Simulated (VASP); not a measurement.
## VASP 6.6.1 run: CdTe

INCAR

```
NSW = 0
NELM = 50
ENCUT = 520
EDIFF = 1E-7
LCHARG = .FALSE.
GGA = PE
ALGO = Conjugate
ISMEAR = -1
IBRION = -1
SIGMA = 0.02
LWAVE = .FALSE.
NBANDS = 16
PREC = Accurate
ISIF = 2
LREAL = .FALSE.
LASPH = .TRUE.
```

KPOINTS

```
KPOINTS created by Atomic Simulation Environment
0
Gamma
6 6 6
0 0 0
```

POSCAR

```
Cd Te
 1.0000000000000000
    -0.0000000000000000    3.2799551161722134    3.2799551161722134
     3.2799551161722134    0.0000000000000000    3.2799551161722134
     3.2799551161722134    3.2799551161722134    0.0000000000000000
 Cd  Te
   1   1
Cartesian
  0.0000000000000000  0.0000000000000000 -0.0000000000000000
  1.6399775580861065  1.6399775580861065  1.6399775580861065
```

The recommended PBE PAW datasets give the neutral cell 18 valence electrons.

Command

```
mpirun -np 1 vasp_std
```

Q: Predict the outcome of this run.

A: It converged. Results: gap between bands v and c on the k mesh 0.66 eV; least direct gap on the k mesh 0.66 eV; pressure 1.1 GPa. Band v is the last that the valence electrons fill when counted band by band, and c is the next.

OSZICAR

```
N       E                     dE             d eps       ncg     rms           ort
DAV:   1     0.993998466008E+02    0.99400E+02   -0.86982E+03   256   0.103E+03
DAV:   2    -0.150839201845E+01   -0.10091E+03   -0.96214E+02   256   0.235E+02
DAV:   3    -0.500163088141E+01   -0.34932E+01   -0.34883E+01   256   0.459E+01
DAV:   4    -0.503327542500E+01   -0.31645E-01   -0.31644E-01   256   0.377E+00
DAV:   5    -0.503334944574E+01   -0.74021E-04   -0.74021E-04   256   0.178E-01
SDA:   6    -0.446686615893E+01    0.56648E+00   -0.74021E-04   256   0.139E+01   0.000E+00
CGA:   7    -0.474536520034E+01   -0.27850E+00   -0.27849E+00   256   0.135E+00   0.329E-02
CGA:   8    -0.479129837454E+01   -0.45933E-01   -0.45946E-01   256   0.173E-01  -0.186E-04
CGA:   9    -0.479890141033E+01   -0.76030E-02   -0.75931E-02   256   0.223E-02   0.468E-04
CGA:  10    -0.479969931973E+01   -0.79791E-03   -0.80060E-03   256   0.355E-03  -0.226E-04
CGA:  11    -0.479979655679E+01   -0.97237E-04   -0.96857E-04   256   0.459E-04   0.139E-04
CGA:  12    -0.479981347425E+01   -0.16917E-04   -0.16872E-04   256   0.588E-05   0.448E-06
CGA:  13    -0.479981592066E+01   -0.24464E-05   -0.23427E-05   256   0.125E-05   0.777E-06
SDA:  14    -0.479981617017E+01   -0.24951E-06   -0.29590E-06   256   0.465E-06   0.713E-06
SDA:  15    -0.479981627188E+01   -0.10171E-06   -0.11051E-06   256   0.226E-06   0.289E-06
SDA:  16    -0.479981630653E+01   -0.34648E-07   -0.45751E-07   256   0.151E-06   0.176E-06
   1 F= -.47998163E+01 E0= -.47998163E+01  d E =-.771748E-09
```

For comparison, a separate PBE run of the intended cell, on usual settings and not on those above, gives a gap of 0.66 eV on its mesh and a pressure of 1.1 GPa.
